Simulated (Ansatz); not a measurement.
**SiO2: changing the functional**

```xyz
12
Lattice="4.9756 0.0000 0.0000 0.0000 4.9756 0.0000 0.0000 0.0000 6.9009" Properties=species:S:1:pos:R:3 pbc="T T T"
Si    3.9966    3.9966    3.4504
Si    3.4668    1.5088    1.7252
Si    1.5088    3.4668    5.1757
Si    0.9790    0.9790    0.0000
O     3.7902    0.5492    2.9815
O     4.4263    1.1854    0.4690
O     0.5492    3.7902    3.9194
O     1.3024    1.9386    5.6446
O     1.1854    4.4263    6.4319
O     3.6732    3.0370    2.1942
O     1.9386    1.3024    1.2562
O     3.0370    3.6732    4.7067
```

The cell comes from a database or a generator and needn't be the stable form of this composition.

Kept alike: task band structure; k mesh 6 × 6 × 4; occupations fermi-dirac, width 0.05 eV; no spin polarisation. Program: Ansatz, Ansatz PAW. Cutoffs run from 420 to 500 eV. The mesh is that of the run's cell of 12 atoms. No spin-orbit coupling.

| run | band gap (eV) | pressure (GPa) |
| --- | --- | --- |
| A | 6.354 | 0.08 |
| B | 5.489 | -1.58 |
| C | 5.667 | 2.38 |

Pressure is positive in compression, with a Pulay correction for the finite cutoff. Gaps are the smaller of the mesh's and the band path's. All rows use potentials made for PBE.

Q: The runs differ in the functional (and the cutoff that goes with it) alone: LDA; PBEsol; r2SCAN. Which run is which?

A: Run A is r2SCAN; run B is LDA; run C is PBEsol. The band gap runs from 5.489 (LDA) to 6.354 eV (r2SCAN). The pressure runs from -1.58 (LDA) to 2.38 GPa (PBEsol). A positive pressure means that the functional's own cell is larger than the one given, a negative one that it is smaller.
